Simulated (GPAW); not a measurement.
A run of GPAW 26.7.0:

The input run.py:

```python
from ase.calculators.mixing import SumCalculator
from ase.eos import EquationOfState
from ase.io import Trajectory
from ase.spacegroup import crystal
from ase.units import GPa
from dftd3.ase import DFTD3
from gpaw import GPAW, PW, setup_paths

setup_paths.insert(0, '.')

# Cu 4a
atoms = crystal(['Cu'],
                basis=[[0.0, 0.0, 0.0]],
                spacegroup=225, setting=1,  # Fm-3m
                cellpar=[3.615, 3.615, 3.615, 90.0, 90.0, 90.0],
                primitive_cell=True)

traj = Trajectory('eos.traj', 'w')
volumes, energies = [], []
for x in [0.94, 0.96, 0.98, 1.0, 1.02, 1.04, 1.06]:
    a = atoms.copy()
    a.set_cell(atoms.cell * x**(1 / 3), scale_atoms=True)
    calc = GPAW(mode=PW(600),
                xc='BLYP',
                kpts={'size': (13, 13, 13), 'gamma': True},
                occupations={'name': 'fermi-dirac', 'width': 0.05},
                nbands=14,
                convergence={'density': 1e-05, 'energy': 1e-05},
                eigensolver='davidson',
                maxiter=150,
                txt=f'eos-{x:.2f}.txt')
    a.calc = SumCalculator([calc, DFTD3(method='blyp', damping='d3zero')])
    energies.append(a.get_potential_energy())
    volumes.append(a.get_volume())
    p = -a.get_stress()[:3].mean() / GPa
    calc.write(f'eos-{x:.2f}.gpw')
    traj.write(a)
    print(f'{x:.2f} {volumes[-1]:10.4f} A^3 {energies[-1]:14.6f} eV {p:9.3f} GPa', flush=True)

v0, e0, B = EquationOfState(volumes, energies, eos='birchmurnaghan').fit()
print(f'V0 = {v0:.4f} A^3, E0 = {e0:.6f} eV, B0 = {B / GPa:.2f} GPa')
```

Potentials or basis: PAW data sets generated in the run's folder for this functional, pw.

Command:

```sh
$ gpaw-setup -f BLYP Cu
$ OMP_NUM_THREADS=1 python run.py
```

Hardware: 1 thread of Arm Neoverse V2, with other jobs on the host.

**Question.** How long does it take, and how much memory?

**Answer.** Wall time 44 s on 1 thread of Arm Neoverse V2, on a shared host, peak memory 0.17 GiB. Counts: scf iterations 63, plane waves 381, bands 14, k points 84.
